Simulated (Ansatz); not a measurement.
Runs of Ansatz 0.2.0 on BAs. It takes space group Pm-3m (No. 221, cubic). The conventional cell has a = 2.934 Å, b = 2.934 Å, c = 2.934 Å, α = 90.00°, β = 90.00°, γ = 90.00°. B (site symmetry m-3m) has 8 As at 2.54 Å as nearest neighbours. As (site symmetry m-3m) is surrounded by 8 B at 2.54 Å. The cell was built by a generator and needn't be a form met in nature.

```csv
level,gap on the mesh (eV),pressure (GPa),relaxed volume (Å³/atom)
PBE,none,0.0,12.68
BLYP,none,0.0,(a)
LDA,none,0.0,11.99
revPBE,none,0.0,(b)
RPBE,none,0.0,12.91
```

Alike in all rows: task relaxation of cell and atoms; potentials or basis Ansatz PAW; no spin polarisation; cell relaxed; k mesh 9 × 9 × 9; cutoff (eV) 420; smearing fermi-dirac 0.05 eV.

**Question.** Fill in the values left out.

**Answer.** (a) 14.13; (b) 12.85.

Caveats: the plane-wave basis is chosen anew once the cell has moved, so the energies of steps on either side of that aren't comparable; the PAW data sets come from PBE, with cores solved anew for the run's functional, which leaves a small shift of forces and pressure (some runs).

A k mesh can miss the band edges, and the runs leave out spin-orbit coupling on As.

A gap of «none» marks a metal or a gap under the smearing width.
